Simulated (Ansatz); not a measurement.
## Fe under changes of volume

One of the cells (12.019 Å³/atom); the others are scaled copies at fixed shape and fractional positions:

```
Fe
1.0
    -1.44300    1.44300    1.44300
     1.44300   -1.44300    1.44300
     1.44300    1.44300   -1.44300
Fe
1
Cartesian
  0.0000 0.0000 0.0000
```

* Program: Ansatz 0.2.0
* Functional: LDA
* Potentials or basis: all-electron LAPW, scalar-relativistic
* Cutoff: 303 eV (chosen from the basis error)
* Basis error allowed: 0.001 eV/atom
* k mesh: 13 × 13 × 13
* Occupations: fermi-dirac, width 0.05 eV
* Spin: collinear spin, ferromagnetic start
* Starting moments: [3.0] μB

```tsv
volume (Å³/atom)	energy over the lowest point (meV/atom)	pressure (GPa)	moment (μB per cell)
11.298	0.00	-17.7	2.09
11.538	29.19	-21.0	2.12
11.778	63.06	-23.8	2.16
12.019	?	?	?
12.259	141.48	-27.6	2.26
12.499	183.86	-28.8	2.33
12.740	227.81	-29.8	2.39
```

Task: What does the run at 12.019 Å³/atom give?

Result: Energy over the lowest point 100.89 meV/atom; pressure -26.1 GPa; moment 2.20 μB per cell.

Worked out: A Birch-Murnaghan fit of order 3 (a polynomial in V^(-2/3)) to the other rows has no minimum within the range. It gives 100.97 meV/atom at 12.019 Å³/atom, against the run's 100.89, and -dE/dV = -26.2 GPa, against -26.1. A parabola through the other rows of the moment, of slope 0.211 μB per Å³/atom there, gives 2.21 μB, against the run's 2.20.

Energies are extrapolated to zero smearing.
